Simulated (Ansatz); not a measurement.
V in Ansatz: convergence with k mesh

Input of the first run (k mesh 4 × 4 × 2); the others differ in this setting and in those tied to it:

Contents of input.yaml:

```yaml
crystal:
  lattice:
    - [2.6042941027, 0.0, 0.0]
    - [-1.3021470513, 2.2553848518, 0.0]
    - [0.0, 0.0, 4.723336]
  atoms:
    - { symbol: V, position: [0.33739, 0.668062, 0.248282], spin: 2.0 }
    - { symbol: V, position: [0.664085, 0.335285, 0.742318], spin: 2.0 }
hamiltonian:
  xc: pbesol
  pseudopotentials: { kind: paw }
magnetization:
  spin_polarized: true
kpoints:
  mp_grid: { grid: [4, 4, 2] }
scf:
  occupations: { method: cold, width: 0.05 }
output:
  forces: true
  stress: true
  eigenvalues: true
```

Potentials or basis: Ansatz PAW.

Command:

```console
$ ansatz run input.yaml --threads 2 --pin off --max-ram 5632MiB --backend cpu --events-out ev --progress --plain --runs-dir out
```

The cell isn't the ideal one: atoms moved at random, drawn with an rms of 0.05 Å.

This isn't the form of V at room conditions, which is bcc.

Hardware: 2 threads of Arm Neoverse V2, with other jobs on the host.

Task: The values tried are 4 × 4 × 2, 6 × 6 × 3, 7 × 7 × 3, 8 × 8 × 4, 10 × 10 × 5, 13 × 13 × 7, 16 × 16 × 8, 19 × 19 × 9, loosest first. From which on does the absolute moment stay within 0.02 μB of the tightest run that finished?

Result: From 10 × 10 × 5 on.

| k mesh | energy less the tightest run, at zero smearing (meV/atom) | pressure (GPa) | largest force (eV/Å) | absolute moment (μB) | SCF cycles | CPU time (s) | peak memory (GiB) |
| --- | --- | --- | --- | --- | --- | --- | --- |
| 4 × 4 × 2 | 17.73 | -5.13 | 0.269 | 0.46 | 15 | 2.5 | 0.28 |
| 6 × 6 × 3 | -3.23 | -7.87 | 0.267 | 0.00 | 15 | 5.3 | 0.33 |
| 7 × 7 × 3 | 5.36 | -6.55 | 0.240 | 0.17 | 33 | 14 | 0.35 |
| 8 × 8 × 4 | -6.91 | -6.70 | 0.262 | 0.21 | 22 | 16 | 0.39 |
| 10 × 10 × 5 | 1.25 | -7.12 | 0.269 | 0.00 | 17 | 23 | 0.48 |
| 13 × 13 × 7 | -0.80 | -7.10 | 0.255 | 0.00 | 16 | 54 | 0.72 |
| 16 × 16 × 8 | 0.60 | -7.08 | 0.258 | 0.00 | 16 | 92 | 1 |
| 19 × 19 × 9 | 0.00 | -7.07 | 0.251 | 0.00 | 15 | 140 | 1.5 |

Against the tightest run, the energy stays within 1 meV/atom from 13 × 13 × 7 on; the pressure stays within 0.1 GPa from 10 × 10 × 5 on. Not settled before the last step: the largest force (to 0.005 eV/Å). Meshes of other sizes hit other points, so gaps and Fermi surfaces needn't settle smoothly. The tightest run that finished is the yardstick and may itself not be fully converged.

Caveat, for the tightest run too: the PAW data sets come from PBE, with cores solved anew for the run's functional, which leaves a small shift of forces and pressure; the starting moments weren't kept.
